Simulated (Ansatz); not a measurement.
Calculated electric field gradients for P under strain

The cell is an entry of the Crystallography Open Database (COD), relaxed with PBE at fixed cell and then changed (z compressed by 1 %, ions relaxed).

```yaml
crystal:
  lattice:
    - [5.50300, 0.00000, 0.00000]
    - [-1.99327, 10.70009, 0.00000]
    - [-1.88123, -1.26579, 10.68022]
  atoms:
    - { symbol: P, position: [0.08317, 0.99150, 0.67328] }
    - { symbol: P, position: [0.91683, 0.00850, 0.32672] }
    - { symbol: P, position: [0.58268, 0.18017, 0.54270] }
    - { symbol: P, position: [0.41732, 0.81983, 0.45730] }
    - { symbol: P, position: [0.17274, 0.05088, 0.19398] }
    - { symbol: P, position: [0.82726, 0.94912, 0.80602] }
    - { symbol: P, position: [0.77573, 0.37900, 0.55960] }
    - { symbol: P, position: [0.22427, 0.62100, 0.44040] }
    - { symbol: P, position: [0.68993, 0.30098, 0.02205] }
    - { symbol: P, position: [0.31007, 0.69902, 0.97795] }
    - { symbol: P, position: [0.23604, 0.01452, 0.87627] }
    - { symbol: P, position: [0.76396, 0.98548, 0.12373] }
    - { symbol: P, position: [0.50237, 0.32071, 0.68031] }
    - { symbol: P, position: [0.49763, 0.67929, 0.31969] }
    - { symbol: P, position: [0.36971, 0.32351, 0.47837] }
    - { symbol: P, position: [0.63029, 0.67649, 0.52163] }
    - { symbol: P, position: [0.07755, 0.36499, 0.12974] }
    - { symbol: P, position: [0.92245, 0.63501, 0.87026] }
    - { symbol: P, position: [0.00777, 0.14590, 0.79680] }
    - { symbol: P, position: [0.99223, 0.85410, 0.20320] }
    - { symbol: P, position: [0.80154, 0.48820, 0.13327] }
    - { symbol: P, position: [0.19846, 0.51180, 0.86673] }
    - { symbol: P, position: [0.76144, 0.31642, 0.22859] }
    - { symbol: P, position: [0.23856, 0.68358, 0.77141] }
```

Sites (sets of like atoms) are named by element and the number of their first atom in this list.

Computed with Ansatz: DFT, PBE, plane waves and PAW, scalar-relativistic, 420 eV cutoff, Γ-centred 6×3×3 k-points, Fermi–Dirac smearing 0.02 eV.

V_zz is the principal component of the electric field gradient with the largest magnitude, η = (V_xx − V_yy)/V_zz and C_Q = eQV_zz/h.

**Question.** Give the quadrupolar parameters of the distinct sites.

**Answer.** 

```json
{"site": "P1", "atoms (order as listed)": "1, 2", "first shell": "3 P at 2.21 Å", "V_xx, V_yy, V_zz (10²¹ V/m²)": "-0.24, -0.24, 0.48", "η": "0.01", "C_Q (MHz)": "–"}
{"site": "P3", "atoms (order as listed)": "3, 4", "first shell": "3 P at 2.21 Å", "V_xx, V_yy, V_zz (10²¹ V/m²)": "-0.14, -0.26, 0.40", "η": "0.30", "C_Q (MHz)": "–"}
{"site": "P5", "atoms (order as listed)": "5, 6", "first shell": "3 P at 2.21 Å", "V_xx, V_yy, V_zz (10²¹ V/m²)": "-0.090, -0.31, 0.40", "η": "0.55", "C_Q (MHz)": "–"}
{"site": "P7", "atoms (order as listed)": "7, 8", "first shell": "3 P at 2.21 Å", "V_xx, V_yy, V_zz (10²¹ V/m²)": "-0.058, -0.35, 0.41", "η": "0.72", "C_Q (MHz)": "–"}
{"site": "P9", "atoms (order as listed)": "9, 10", "first shell": "3 P at 2.21 Å", "V_xx, V_yy, V_zz (10²¹ V/m²)": "-0.058, -0.28, 0.33", "η": "0.65", "C_Q (MHz)": "–"}
{"site": "P11", "atoms (order as listed)": "11, 12", "first shell": "3 P at 2.21 Å", "V_xx, V_yy, V_zz (10²¹ V/m²)": "-0.065, -0.32, 0.38", "η": "0.66", "C_Q (MHz)": "–"}
{"site": "P13", "atoms (order as listed)": "13, 14", "first shell": "3 P at 2.20–2.21 Å", "V_xx, V_yy, V_zz (10²¹ V/m²)": "-0.080, -0.33, 0.41", "η": "0.61", "C_Q (MHz)": "–"}
{"site": "P15", "atoms (order as listed)": "15, 16", "first shell": "3 P at 2.20–2.21 Å", "V_xx, V_yy, V_zz (10²¹ V/m²)": "-0.094, -0.19, 0.28", "η": "0.34", "C_Q (MHz)": "–"}
{"site": "P17", "atoms (order as listed)": "17, 18", "first shell": "3 P at 2.21 Å", "V_xx, V_yy, V_zz (10²¹ V/m²)": "-0.044, -0.27, 0.32", "η": "0.72", "C_Q (MHz)": "–"}
{"site": "P19", "atoms (order as listed)": "19, 20", "first shell": "3 P at 2.21 Å", "V_xx, V_yy, V_zz (10²¹ V/m²)": "-0.042, -0.38, 0.42", "η": "0.80", "C_Q (MHz)": "–"}
{"site": "P21", "atoms (order as listed)": "21, 22", "first shell": "3 P at 2.21 Å", "V_xx, V_yy, V_zz (10²¹ V/m²)": "-0.12, -0.32, 0.44", "η": "0.46", "C_Q (MHz)": "–"}
{"site": "P23", "atoms (order as listed)": "23, 24", "first shell": "3 P at 2.21 Å", "V_xx, V_yy, V_zz (10²¹ V/m²)": "-0.086, -0.34, 0.43", "η": "0.60", "C_Q (MHz)": "–"}
```

The structure holds P–P bonds (2.21 Å). At P1, P5, P7, P9, P21 and P23 V_zz stands upright on the plane through its three neighbours (within 12°) in each case.

P has no stable isotope with a ground-state quadrupole moment in the table, so no C_Q is given.
